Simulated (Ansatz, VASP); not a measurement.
# GePt in VASP and in Ansatz

```
CELL_PARAMETERS angstrom
0.00000 2.60620 2.60620
2.60620 0.00000 2.60620
2.60620 2.60620 0.00000
ATOMIC_POSITIONS crystal
Ge 0.00000 0.00000 0.00000
Pt 0.50000 0.50000 0.50000
```

Change from the starting cell: species swapped into the ScAs type (Fm-3m, No. 225).

Alike in both runs: functional PBE; k mesh 18 × 18 × 18; occupations gaussian, width 0.1 eV; no spin polarisation.

Ansatz relaxed the structure, and its values are those at the end. VASP's run is a single point on that final structure, the one shown.

|  | VASP | Ansatz |
| --- | --- | --- |
| version | VASP 6.6.1 | Ansatz 0.2.0 |
| potentials or method | VASP PAW PBE potentials, release 64 (Ge_d, Pt) | scalar-relativistic, plane waves, PAW |
| plane-wave cutoff (eV) | 520 | 420 |
| valence electrons in the cell | 24 | 32 |

|  | VASP | Ansatz | Ansatz less VASP |
| --- | --- | --- | --- |
| gap on the k mesh at the Fermi level (eV) | none | none | - |
| pressure (GPa) | 0.0 | 0.0 | -0.04 |

A gap of «none» marks a metal or a gap that the smearing closes. The functional is the same, so the differences come from potentials, cutoffs and numerics. The two sets of potentials don't hold the same shells in valence.

The runs have no spin-orbit coupling, so splittings on Pt are missing.
